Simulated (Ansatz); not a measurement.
An input for Ansatz 0.2.0 (Hf):

File input.yaml:

```yaml
crystal:
  lattice:
    - [-1.7297025684, 1.7297025684, 1.7297025684]
    - [1.7297025684, -1.7297025684, 1.7297025684]
    - [1.7297025684, 1.7297025684, -1.7297025684]
  atoms:
    - { symbol: Hf, position_ang: [0.0, 0.0, 0.0] }
kpoints:
  mp_grid: { grid: [10, 10, 10] }
scf:
  occupations: { method: fermi_dirac, width: 0.05 }
hamiltonian:
  xc: r2scan
  dispersion: rvv10
  pseudopotentials: { kind: all_electron, datasets: crystal }
output:
  forces: true
  stress: true
  eigenvalues: true
  xc_energy_on_converged_density: [pbesol, lda, rpbe]
```

Potentials or basis: all-electron PAW datasets made for the crystal.

Command:

```console
$ ansatz run input.yaml --threads 1 --pin off --max-ram 2560MiB --backend cpu --events-out ev --progress --plain --runs-dir out
```

Problem. What does the program do with it?

Solution. The run stopped without a result. It printed:

Output:

```text
Error: output.xc_energy_on_converged_density with hamiltonian.dispersion: rvv10 — rVV10 stands in the run's components.e_xc, and no spelling names it: the densities would be reported as the semilocal parent's, and the run's own functional could not be listed; converge with dispersion: none
```
